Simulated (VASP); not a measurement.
A run of VASP 6.6.1 is set up as follows.

The input POSCAR:

```
Te
1.0
    4.3377453000      0.0000000000      0.0000000000
   -2.1688727000      3.7565976000      0.0000000000
    0.0000000000      0.0000000000      5.9709527000
Te
3
Direct
    0.2832193000      0.0000000000      0.3333334000
    0.0000001000      0.2832193000      0.6666666000
    0.7167807000      0.7167808000      0.0000000000
```

INCAR.step1

```
PREC = Accurate
ENCUT = 300
EDIFF = 1E-5
ISMEAR = 0
SIGMA = 0.01
LREAL = F
LASPH = T
NELM = 100
ALGO = Normal
ISIF = 2
LWAVE = T
MAGMOM = 0 0 0 0 0 0 0 0 0
LORBIT = 11
LSORBIT = T
GGA_COMPAT = F
GGA = PE
```

File INCAR.step2:

```
PREC = Accurate
ENCUT = 300
EDIFF = 1E-7
ISMEAR = 0
SIGMA = 0.01
LREAL = F
LASPH = T
NELM = 100
ALGO = Normal
ISIF = 2
LWAVE = F
LCHARG = T
MAGMOM = 0 0 0 0 0 0 0 0 0
LORBIT = 11
LSORBIT = T
GGA_COMPAT = F
METAGGA = MBJ
LVHAR = T
ISTART = 1
```

Contents of KPOINTS:

```
Automatic mesh
0
Gamma
  9 9 6
```

Potentials or basis: VASP PAW PBE potentials, release 64 (Te).

The run is started by

```sh
$ cat potpaw_PBE.64/Te/POTCAR > POTCAR
$ cp INCAR.step1 INCAR
$ mpirun -np 1 vasp_ncl > vasp.out
$ cp INCAR.step2 INCAR
$ mpirun -np 1 vasp_ncl > vasp.out
```

(1) Estimate the net moment.

Results:

(1) 0.00 μB per cell.
